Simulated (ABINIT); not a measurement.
# ZrB2 (P6/mmm) in ABINIT: notebook

Aim: see how the results for ZrB2 move with the level of theory and the settings. Levels: BP86, LDA, PBEsol. Tasks: band structure.

Everything below comes from runs of ABINIT 10.8.3 (patched build). Logs are shortened: lines on timing, memory, paths and dates and some standing lists are left out, and cuts for length are marked. The log counts tension as positive stress, the text compression.

### 1 The crystal as given

It takes space group P6/mmm (No. 191, hexagonal). The conventional cell has a = 3.170 Å, b = 3.170 Å, c = 3.533 Å, α = 90.00°, β = 90.00°, γ = 120.00°. Around Zr (site symmetry 6/mmm) lie 12 B at 2.54 Å. B (site symmetry -6m2) has 3 B at 1.83 Å as nearest neighbours.

### 2 Band structure, BP86

Input file run.abi:

```
# Datasets: ground state, then fixed potential
ndtset 2

# Pseudopotentials
pp_dirpath "./"
pseudos "Zr.GGA_PBE-JTH.xml, B.GGA_PBE-JTH.xml"

# Structure
acell 3*1.0
rprim
     5.9904318151     0.0000000000     0.0000000000
    -2.9952159075     5.1878661315     0.0000000000
     0.0000000000     0.0000000000     6.6764023983
ntypat 2
znucl 40 5
natom 3
typat 1 2 2
xred
     0.0000000000     0.0000000000     0.0000000000
     0.6666666667     0.3333333333     0.5000000000
     0.3333333333     0.6666666667     0.5000000000

# Plane-wave basis
ecut 17.0
pawecutdg 34.0

# Exchange and correlation
ixc -106132

# Bands and occupations
occopt 3
tsmear 0.05 eV

# SCF cycle
nstep 100

# Output
iomode 3
prtwf 0
prteig 0
prtebands 0
enunit 1
prtden1 1

# Dataset 1
kptopt1 1
ngkpt1 10 10 8
nshiftk1 1
shiftk1 0.0 0.0 0.0
nband1 13
tolvrs1 1.0e-9

# Dataset 2: bands along G-M-K-G-A-L-H-A
iscf2 -2
getden2 1
nband2 17
nbdbuf2 2
tolwfr2 1.0e-12
kptopt2 -7
ndivsm2 6
prteig2 1
kptbounds2
     0.0000000000     0.0000000000     0.0000000000
     0.5000000000     0.0000000000     0.0000000000
     0.3333333333     0.3333333333     0.0000000000
     0.0000000000     0.0000000000     0.0000000000
     0.0000000000     0.0000000000     0.5000000000
     0.5000000000     0.0000000000     0.5000000000
     0.3333333333     0.3333333333     0.5000000000
     0.0000000000     0.0000000000     0.5000000000
```

Potentials or basis: JTH PAW PBE v2.0.

The run is started by

```
$ abinit run.abi > log 2>&1
```

run.abo:

```text
.Version 10.8.3 of ABINIT
 DATASET    1 : space group P6/m m m (#191); Bravais hP (primitive hexag.)
================================================================================
 Values of the parameters that define the memory need for DATASET  1.
     intxc =       0    ionmov =       0      iscf =      17    lmnmax =      18
     lnmax =       6     mgfft =      27  mpssoang =       3    mqgrid =    3001
     natom =       3  nloc_mem =       2    nspden =       1   nspinor =       1
    nsppol =       1      nsym =      24    n1xccc =       1    ntypat =       2
    occopt =       3   xclevel =       2
       mpw =         720          nfft =       15552          nkpt =          70
 PAW method is used; the additional fine FFT grid is defined by:
   mgfftf=        36    nfftf =     36864
================================================================================
================================================================================

 DATASET    2 : space group P6/m m m (#191); Bravais hP (primitive hexag.)
================================================================================
 Values of the parameters that define the memory need for DATASET  2.
     intxc =       0    ionmov =       0      iscf =      -2    lmnmax =      18
     lnmax =       6     mgfft =      27  mpssoang =       3    mqgrid =    3001
     natom =       3  nloc_mem =       2    nspden =       1   nspinor =       1
    nsppol =       1      nsym =      24    n1xccc =       1    ntypat =       2
    occopt =       3   xclevel =       2
       mpw =         720          nfft =       15552          nkpt =          65
 PAW method is used; the additional fine FFT grid is defined by:
   mgfftf=        36    nfftf =     36864
================================================================================
================================================================================

--------------------------------------------------------------------------------
------------- Echo of variables that govern the present computation ------------
--------------------------------------------------------------------------------
 -outvars: echo values of preprocessed input variables --------
            acell      1.0000000000E+00  1.0000000000E+00  1.0000000000E+00 Bohr
              amu      9.12240000E+01  1.08110000E+01
             ecut      1.70000000E+01 Hartree
           enunit           1
           getden1          0
           getden2          1
             iscf1         17
             iscf2         -2
                       outvar_i_n : Printing only first  50 k-points.
              ixc     -106132
           jdtset        1    2
                       outvar_i_n : Printing only first  50 k-points.
           kptopt1          1
           kptopt2         -7
         kptrlatt       10    0    0      0   10    0      0    0    8
          kptrlen1     5.34112192E+01
          kptrlen2     3.00000000E+01
            natom           3
            nband1         13
            nband2         17
           nbdbuf1          0
           nbdbuf2          2
           ndtset           2
           ndivsm1          0
           ndivsm2          6
            ngfft          24      24      27
          ngfftdg          32      32      36
             nkpt1         70
             nkpt2         65
            nstep         100
             nsym          24
           ntypat           2
                       prtocc : prtvol=0, do not print more k-points.
           occopt           3
        pawecutdg      3.40000000E+01 Hartree
         pawxcdev           0
        prtebands           0
           prteig1          0
           prteig2          1
            prtwf           0
            rprim      5.9904318151E+00  0.0000000000E+00  0.0000000000E+00
                      -2.9952159075E+00  5.1878661315E+00  0.0000000000E+00
                       0.0000000000E+00  0.0000000000E+00  6.6764023983E+00
           shiftk1     0.00000000E+00  0.00000000E+00  0.00000000E+00
           shiftk2     5.00000000E-01  5.00000000E-01  5.00000000E-01
          spgroup         191
           tolvrs1     1.00000000E-09
           tolvrs2     0.00000000E+00
           tolwfr1     0.00000000E+00
           tolwfr2     1.00000000E-12
[... 251 lines left out ...]
================================================================================
 Non-SCF case, kpt    1 (  0.00000  0.00000  0.00000), residuals and eigenvalues=
  7.94E-13  7.98E-13  4.29E-13  6.28E-13  3.74E-13  2.47E-13  2.73E-13  8.55E-13
  9.86E-14  4.56E-13  3.96E-13  4.01E-13  5.52E-13  5.34E-13  4.09E-13  5.75E-13
  5.58E-06
 -1.3317E+00 -5.2928E-01 -5.0932E-01 -5.0932E-01 -8.1353E-03  3.6216E-01
  3.6216E-01  3.6531E-01  3.7345E-01  5.8230E-01  5.8230E-01  6.1062E-01
  6.1062E-01  6.3746E-01  6.5022E-01  6.5022E-01  7.4527E-01
 Non-SCF case, kpt    2 (  0.05000  0.00000  0.00000), residuals and eigenvalues=
  8.59E-13  2.62E-13  3.25E-13  1.46E-13  4.14E-13  1.86E-13  1.01E-13  4.00E-13
  9.61E-13  2.11E-13  1.18E-13  4.78E-13  9.18E-13  4.05E-13  5.08E-13  7.21E-13
  9.32E-07
[... 430 lines left out ...]
 Non-SCF case, kpt   64 (  0.02778  0.02778  0.50000), residuals and eigenvalues=
  7.42E-13  2.33E-13  4.20E-13  9.55E-13  6.50E-13  7.14E-13  1.91E-13  3.36E-13
  1.94E-13  3.35E-13  3.50E-13  4.53E-13  4.50E-13  5.23E-13  2.77E-13  2.25E-06
  5.16E-05
 -1.3309E+00 -5.4216E-01 -5.0918E-01 -5.0856E-01  6.6046E-02  2.0733E-01
  4.0819E-01  4.1095E-01  4.7980E-01  4.8461E-01  4.8472E-01  4.8910E-01
  5.2651E-01  6.5371E-01  7.2448E-01  8.5675E-01  8.8514E-01
 Non-SCF case, kpt   65 (  0.00000  0.00000  0.50000), residuals and eigenvalues=
  5.44E-13  3.79E-13  3.60E-13  1.10E-13  1.76E-13  2.11E-13  4.17E-13  1.91E-13
  8.39E-13  3.96E-13  4.53E-13  3.07E-13  8.82E-13  8.75E-13  3.12E-13  1.12E-06
  7.62E-09
 -1.3310E+00 -5.4236E-01 -5.0839E-01 -5.0839E-01  6.5708E-02  2.0481E-01
  4.2328E-01  4.2328E-01  4.7128E-01  4.7128E-01  4.8672E-01  4.8672E-01
  5.2522E-01  6.4494E-01  7.2080E-01  8.6009E-01  8.8422E-01

--- !ResultsGS
iteration_state: {dtset: 2, }
comment   : Summary of ground state results
lattice_vectors:
- [  5.9904318,   0.0000000,   0.0000000, ]
- [ -2.9952159,   5.1878661,   0.0000000, ]
- [  0.0000000,   0.0000000,   6.6764024, ]
lattice_lengths: [   5.99043,    5.99043,    6.67640, ]
lattice_angles: [ 90.000,  90.000, 120.000, ] # degrees, (23, 13, 12)
lattice_volume:   2.0748628E+02
convergence: {deltae:  0.000E+00, res2:  0.000E+00, residm:  9.947E-13, diffor:  0.000E+00, }
etotal    :  -5.33468335E+01
entropy   :   0.00000000E+00
fermie    :   4.55969665E-01
cartesian_stress_tensor: null
pressure_GPa: null
xred      :
- [  0.0000E+00,   0.0000E+00,   0.0000E+00, Zr]
- [  6.6667E-01,   3.3333E-01,   5.0000E-01,  B]
- [  3.3333E-01,   6.6667E-01,   5.0000E-01,  B]
cartesian_forces: null
force_length_stats: {min: null, max: null, mean: null, }
...

 Integrated electronic density in atomic spheres:
 ------------------------------------------------
 Atom  Sphere_radius  Integrated_density
    1        2.22030          9.13717860
    2        1.70617          1.82590559
    3        1.70617          1.82590559

================================================================================

 ----iterations are completed or convergence reached----

 Mean square residual over all n,k,spin=   47.395E-14; max=  99.472E-14
 reduced coordinates (array xred) for    3 atoms
       0.000000000000      0.000000000000      0.000000000000
       0.666666666667      0.333333333333      0.500000000000
       0.333333333333      0.666666666667      0.500000000000

 cartesian coordinates (angstrom) at end:
    1      0.00000000000000     0.00000000000000     0.00000000000000
    2      1.58499999894314     0.91510017604762     1.76649999880083
    3      0.00000000001764     1.83020035209524     1.76649999880083
 length scales=  1.000000000000  1.000000000000  1.000000000000 bohr
              =  0.529177210544  0.529177210544  0.529177210544 angstroms
 Eigenvalues (   eV  ) for nkpt=  65  k points:
 kpt#   1, nband= 17, wtk=  1.00000, kpt=  0.0000  0.0000  0.0000 (reduced coord)
 -36.23668  -14.40233  -13.85932  -13.85932   -0.22137    9.85486    9.85486    9.94048
  10.16202   15.84516   15.84516   16.61595   16.61595   17.34624   17.69345   17.69345
  20.27984
 kpt#   2, nband= 17, wtk=  1.00000, kpt=  0.0500  0.0000  0.0000 (reduced coord)
 -36.23389  -14.39819  -13.88383  -13.86462   -0.17111    9.70176    9.85720    9.99012
  10.10380   15.81363   15.93201   16.25521   16.37403   17.57690   17.94514   18.07851
  20.10768
 kpt#   3, nband= 17, wtk=  1.00000, kpt=  0.1000  0.0000  0.0000 (reduced coord)
 -36.22580  -14.38616  -13.95429  -13.87998   -0.02243    9.28744    9.85925    9.94503
  10.12770   15.63488   15.72402   16.03392   16.15254   18.16399   18.32093   18.84966
  19.70170
 kpt#   4, nband= 17, wtk=  1.00000, kpt=  0.1500  0.0000  0.0000 (reduced coord)
 -36.21316  -14.36736  -14.06237  -13.90375    0.21860    8.70439    9.72252    9.84899
  10.31333   15.06489   15.58970   15.82391   16.37762   18.55635   19.04936   19.31457
  19.78003
 kpt#   5, nband= 17, wtk=  1.00000, kpt=  0.2000  0.0000  0.0000 (reduced coord)
[... 229 lines left out ...]
  12.03601   13.80498   14.42342   14.60968   14.61867   19.14557   20.41052   22.68729
  24.12078
 kpt#  63, nband= 17, wtk=  1.00000, kpt=  0.0556  0.0556  0.5000 (reduced coord)
 -36.20772  -14.73756  -13.91732  -13.85277    1.82514    5.84283   10.35435   10.58565
  12.59716   13.50032   13.81126   13.86606   14.43383   18.38812   19.99768   23.06012
  24.07394
 kpt#  64, nband= 17, wtk=  1.00000, kpt=  0.0278  0.0278  0.5000 (reduced coord)
 -36.21514  -14.75301  -13.85557  -13.83870    1.79720    5.64171   11.10734   11.18253
  13.05604   13.18693   13.18979   13.30919   14.32708   17.78843   19.71401   23.31331
  24.08578
 kpt#  65, nband= 17, wtk=  1.00000, kpt=  0.0000  0.0000  0.5000 (reduced coord)
 -36.21768  -14.75831  -13.83403  -13.83403    1.78801    5.57316   11.51813   11.51813
  12.82428   12.82428   13.24435   13.24435   14.29201   17.54962   19.61406   23.40426
  24.06086

== END DATASET(S) ==============================================================
================================================================================

 -outvars: echo values of variables after computation  --------
            acell      1.0000000000E+00  1.0000000000E+00  1.0000000000E+00 Bohr
           etotal1    -5.3346833451E+01
            fcart1     4.6821979795E-31  2.4329414375E-30 -0.0000000000E+00
                       8.8961761611E-30 -3.3250199646E-29 -0.0000000000E+00
                      -9.3643959591E-30  3.0817258208E-29 -0.0000000000E+00
            rprim      5.9904318151E+00  0.0000000000E+00  0.0000000000E+00
                      -2.9952159075E+00  5.1878661315E+00  0.0000000000E+00
                       0.0000000000E+00  0.0000000000E+00  6.6764023983E+00
           strten1    -3.5774603698E-05 -3.5774603640E-05 -1.0904451905E-04
                       0.0000000000E+00  0.0000000000E+00 -9.6324056680E-14
           xangst      0.0000000000E+00  0.0000000000E+00  0.0000000000E+00
                       1.5849999989E+00  9.1510017605E-01  1.7664999988E+00
                       1.7639262050E-11  1.8302003521E+00  1.7664999988E+00
             xred      0.0000000000E+00  0.0000000000E+00  0.0000000000E+00
                       6.6666666667E-01  3.3333333333E-01  5.0000000000E-01
                       3.3333333333E-01  6.6666666667E-01  5.0000000000E-01
 Calculation completed.
```

It took 33 s on 1 thread of Arm Neoverse V1, shared host; peak memory 0.11 GiB.

What came out:

```yaml
Free_energy: -1451.6413 eV
Pressure: 1.8 GPa
Band_gap_on_the_k_mesh: none (metal or under the smearing width)
Valence_electrons_inside_the_program's_atomic_spheres: Zr 9.14; B 1.83
```

Levels at the corners of the path, in eV from the Fermi level:
| point | band 5 | band 6 | band 7 | band 8 | band 9 | band 10 | band 11 | band 12 | band 13 | band 14 |
| --- | --- | --- | --- | --- | --- | --- | --- | --- | --- | --- |
| Γ | -12.63 | -2.55 | -2.55 | -2.47 | -2.25 | 3.44 | 3.44 | 4.21 | 4.21 | 4.94 |
| M | -8.85 | -8.43 | -3.80 | -2.97 | -2.57 | 2.33 | 2.36 | 4.94 | 5.02 | 6.68 |
| K | -7.70 | -7.70 | -6.78 | -2.36 | -2.36 | 1.64 | 1.64 | 3.21 | 8.54 | 8.54 |
| Γ | -12.63 | -2.55 | -2.55 | -2.47 | -2.25 | 3.44 | 3.44 | 4.21 | 4.21 | 4.94 |
| A | -10.62 | -6.83 | -0.89 | -0.89 | 0.42 | 0.42 | 0.84 | 0.84 | 1.88 | 5.14 |
| L | -9.84 | -6.90 | -4.52 | -4.02 | -1.89 | 3.78 | 4.21 | 5.30 | 6.25 | 6.49 |
| H | -8.66 | -8.66 | -4.81 | -2.57 | -2.57 | 4.12 | 6.04 | 6.04 | 6.59 | 6.59 |
| A | -10.62 | -6.83 | -0.89 | -0.89 | 0.42 | 0.42 | 0.84 | 0.84 | 1.88 | 5.14 |

Caveat: the PAW data sets were made with another functional, which shifts forces and pressure a little.

### 3 Band structure, LDA

run.abi: that of step 2 with these lines changed.

```diff
@@ -5,10 +5,10 @@
 pp_dirpath "./"
-pseudos "Zr.GGA_PBE-JTH.xml, B.GGA_PBE-JTH.xml"
+pseudos "Zr.hgh, B.hgh"
 
 # Structure
-acell 3*1.0
+acell 3*1.0 Angstrom
 rprim
-     5.9904318151     0.0000000000     0.0000000000
-    -2.9952159075     5.1878661315     0.0000000000
-     0.0000000000     0.0000000000     6.6764023983
+     3.1700000000     0.0000000000     0.0000000000
+    -1.5850000000     2.7453005300     0.0000000000
+     0.0000000000     0.0000000000     3.5330000000
 ntypat 2
@@ -23,7 +23,6 @@
 # Plane-wave basis
-ecut 17.0
-pawecutdg 34.0
+ecut 707.496042 eV
 
 # Exchange and correlation
-ixc -106132
+ixc 7
 
@@ -49,4 +48,4 @@
 shiftk1 0.0 0.0 0.0
-nband1 13
-tolvrs1 1.0e-9
+nband1 9
+tolvrs1 1.0e-10
 
@@ -55,3 +54,3 @@
 getden2 1
-nband2 17
+nband2 13
 nbdbuf2 2
@@ -59,3 +58,3 @@
 kptopt2 -7
-ndivsm2 6
+ndivsm2 5
 prteig2 1
```

Potentials or basis: HGH LDA.

The run is started by

```
$ abinit run.abi > log 2>&1
```

Run time: 31 s. Hardware: 1 thread of Arm Neoverse V1, shared host; peak memory 0.11 GiB.

The run converged. Its results:

```yaml
Free_energy: -242.1710 eV
Band_gap_on_the_k_mesh: none (metal or under the smearing width)
Valence_electrons_inside_the_program's_atomic_spheres: Zr 1.15; B 2.61
```

Levels at the corners of the path, in eV from the Fermi level:
```
point  band 3  band 4  band 5  band 6  band 7  band 8
    Γ   -2.55   -2.52   -2.32    3.32    3.32    4.19
    M   -3.81   -2.94   -2.61    2.23    2.57    4.93
    K   -6.86   -2.35   -2.35    1.67    1.67    3.26
    Γ   -2.55   -2.52   -2.32    3.32    3.32    4.19
    A   -0.74   -0.74    0.31    0.31    0.75    0.75
    L   -4.51   -4.05   -2.17    3.70    4.51    5.31
    H   -5.05   -2.76   -2.76    4.07    6.15    6.15
    A   -0.74   -0.74    0.31    0.31    0.75    0.75
```

Caveat: the cutoff is too short for stress, so the log's stress isn't used; HGH potentials are hard and often keep d shells in the core, so these values are rough.

### 4 Band structure, PBEsol

run.abi: that of step 3 with these lines changed.

```diff
@@ -5,10 +5,10 @@
 pp_dirpath "./"
-pseudos "Zr.hgh, B.hgh"
+pseudos "Zr.upf, B.upf"
 
 # Structure
-acell 3*1.0 Angstrom
+acell 5.9904318151 5.9904318151 6.6764023983
 rprim
-     3.1700000000     0.0000000000     0.0000000000
-    -1.5850000000     2.7453005300     0.0000000000
-     0.0000000000     0.0000000000     3.5330000000
+     1.0000000000     0.0000000000     0.0000000000
+    -0.5000000000     0.8660254038     0.0000000000
+     0.0000000000     0.0000000000     1.0000000000
 ntypat 2
@@ -23,6 +23,6 @@
 # Plane-wave basis
-ecut 707.496042 eV
+ecut 1034.032677 eV
 
 # Exchange and correlation
-ixc 7
+ixc -116133
 
@@ -48,3 +48,3 @@
 shiftk1 0.0 0.0 0.0
-nband1 9
+nband1 13
 tolvrs1 1.0e-10
@@ -54,3 +54,3 @@
 getden2 1
-nband2 13
+nband2 17
 nbdbuf2 2
@@ -58,3 +58,3 @@
 kptopt2 -7
-ndivsm2 5
+ndivsm2 8
 prteig2 1
```

Potentials or basis: PseudoDojo NC SR PBEsol v0.4.1 standard.

The run is started by

```
$ abinit run.abi > log 2>&1
```

Run time: 99 s. Hardware: 1 thread of Arm Neoverse V2, shared host; peak memory 0.12 GiB.

Results (log left out):

* Free energy: -1539.8671 eV
* Pressure: -3.7 GPa
* Band gap on the k mesh: none (metal or under the smearing width)
* Valence electrons inside the program's atomic spheres: Zr 8.44; B 2.63

Stress tensor (GPa, compression positive):
```
-3.68  0.00  0.00
 0.00 -3.68  0.00
 0.00  0.00 -3.86
```

Levels at the corners of the path, in eV from the Fermi level:
```csv
point,band 7,band 8,band 9,band 10,band 11,band 12
Γ,-2.53,-2.52,-2.22,3.49,3.49,4.29
M,-3.80,-2.94,-2.61,2.37,2.39,5.03
K,-6.83,-2.36,-2.36,1.66,1.66,3.25
Γ,-2.53,-2.52,-2.22,3.49,3.49,4.29
A,-0.83,-0.83,0.41,0.41,0.86,0.86
L,-4.51,-4.05,-1.89,3.83,4.22,5.41
H,-4.82,-2.58,-2.58,4.18,6.15,6.15
A,-0.83,-0.83,0.41,0.41,0.86,0.86
```
